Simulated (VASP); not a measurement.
**Re: relaxation of cell and atoms with PBE**

The system is Re.

```
Re
1.0
     2.65621    0.00000    0.00000
    -1.32811    2.30035    0.00000
     0.00000    0.00000    4.28979
Re
2
Direct
  0.33333 0.66667 0.25000
  0.66667 0.33333 0.75000
```

* Program: VASP 6.6.1
* Task: relaxation of cell and atoms
* Functional: PBE
* Potentials or basis: VASP PAW PBE potentials, release 64 (Re)
* Cutoff: 520 eV
* k mesh: 24 × 24 × 14
* Occupations: gaussian, width 0.1 eV
* Spin: no spin polarisation
* Target pressure: 65 GPa
* Further INCAR settings: ALGO = Fast; EDIFF = 1e-07; IBRION = 2; EDIFFG = -0.002; NSW = 80; ISIF = 3
* Target pressure: 65 GPa

```
Energy change on relaxing (the enthalpy is what falls) : +0.3 meV/atom
Ionic steps                                            : 3
Pressure after relaxing                                : 65.0 GPa
Band gap on the k mesh                                 : none (metal or under the smearing width)
```

Step by step:
| step | energy change (eV) | largest force (eV/Å) | pressure (GPa) | volume (Å³) |
| --- | --- | --- | --- | --- |
| 1 | 0.0000 | 0.0000 | 64.96 | 26.21 |
| 2 | 0.0046 | 0.0000 | 65.25 | 26.20 |
| 3 | 0.0006 | 0.0000 | 64.98 | 26.21 |

Final structure:
```
Re
1.0
     2.65615    0.00000    0.00000
    -1.32807    2.30029    0.00000
     0.00000    0.00000    4.28974
Re
2
Cartesian
  0.0000 1.5335 1.0724
  1.3281 0.7668 3.2173
```

Levels at points of the mesh, in eV from the Fermi level:
```
           k point  band 5  band 6  band 7  band 8  band 9  band 10
(0.00, 0.00, 0.00)   -1.91   -0.92   -0.92    0.18    0.18     0.93
(0.50, 0.00, 0.00)   -1.73   -1.55   -0.66    4.72    5.21     5.37
(0.00, 0.00, 0.50)   -2.07   -2.07   -2.07   -2.07    3.01     3.01
(0.50, 0.00, 0.50)    0.41    0.41    1.22    1.22    5.09     5.09
```

Run time: 100 s on 1 thread of Intel(R) Xeon(R) 6975P-C (Granite Rapids), with other jobs on the host, peak memory 0.26 GiB.

Caveat: the cell is relaxed towards a set pressure, so the enthalpy falls and the energy may rise. Spin-orbit coupling is left out, which matters for the levels of Re.
